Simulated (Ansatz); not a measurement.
**Mo in Ansatz: the effect of target pressure**

The system is Mo.

```
CELL_PARAMETERS angstrom
-1.58381 1.58381 1.58381
1.58381 -1.58381 1.58381
1.58381 1.58381 -1.58381
ATOMIC_POSITIONS crystal
Mo 0.00000 0.00000 0.00000
```

Alike in all runs:

| Item | Value |
| --- | --- |
| Program | Ansatz 0.2.0 |
| Task | relaxation of cell and atoms |
| Functional | PBE |
| Potentials or basis | Ansatz PAW |
| Cutoff | 420 eV (not typed: the program's choice for these potentials) |
| k mesh | 12 × 12 × 12 |
| Occupations | fermi-dirac, width 0.05 eV |
| Spin | no spin polarisation |

Each run relaxes the cell or the atoms first.

Question: One run gave: relaxed volume 15.49 Å³/atom. Which target pressure did it use?
A. 5 GPa
B. 0 GPa
C. 10 GPa
D. 20 GPa
E. 2 GPa

Answer: A.

```csv
target pressure,relaxed volume (Å³/atom)
0 GPa,15.78
2 GPa,15.66
5 GPa,15.49
10 GPa,15.23
20 GPa,14.77
30 GPa,14.37
```

Caveats: the plane-wave basis is chosen anew once the cell has moved, so the energies of steps on either side of that aren't comparable.
